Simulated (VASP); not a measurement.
# Si: relaxation of cell and atoms with PBEsol

Si:

```xyz
2
Lattice="0.0000 2.7178 2.7178 2.7178 0.0000 2.7178 2.7178 2.7178 0.0000" Properties=species:S:1:pos:R:3 pbc="T T T"
Si    4.0768    4.0768    4.0768
Si    2.7178    2.7178    2.7178
```

```yaml
Program: VASP 6.6.1
Task: relaxation of cell and atoms
Functional: PBEsol
Potentials_or_basis: VASP PAW PBE potentials, release 64 (Si)
Cutoff: 600 eV
k_mesh: 10 × 10 × 10
Occupations: gaussian, width 0.03 eV
Spin: no spin polarisation
Further_INCAR_settings: ALGO = Normal; EDIFF = 1e-07; IBRION = 2; EDIFFG = -0.005; NSW = 90; ISIF = 3
```

* Pressure after relaxing: 0.0 GPa
* Band gap on the k mesh: 0.47 eV, indirect (least direct gap 2.52 eV)

Final structure:
```
Si
1.0
     0.00000    2.71785    2.71785
     2.71785    0.00000    2.71785
     2.71785    2.71785    0.00000
Si
2
Direct
  0.75000 0.75000 0.75000
  0.50000 0.50000 0.50000
```

Levels at points of the mesh, in eV from the valence-band top:
| k point | band 2 | band 3 | band 4 | band 5 | band 6 | band 7 |
| --- | --- | --- | --- | --- | --- | --- |
| (0.00, 0.00, 0.00) | 0.00 | 0.00 | 0.00 | 2.52 | 2.52 | 2.52 |
| (0.50, 0.00, 0.00) | -7.00 | -1.20 | -1.20 | 1.46 | 3.27 | 3.27 |
| (0.50, 0.50, 0.00) | -7.82 | -2.87 | -2.87 | 0.59 | 0.59 | 10.04 |

Run time: 11 s on 1 thread of Intel(R) Xeon(R) Platinum 8259CL CPU @ 2.50GHz (Skylake/Cascade Lake), on a shared host, peak memory 0.17 GiB.

Caveat: the relaxation stopped at its first step, so nothing moved; the PAW data sets were made with another functional, which shifts forces and pressure a little. As with any semilocal functional, this PBEsol gap is likely too small.
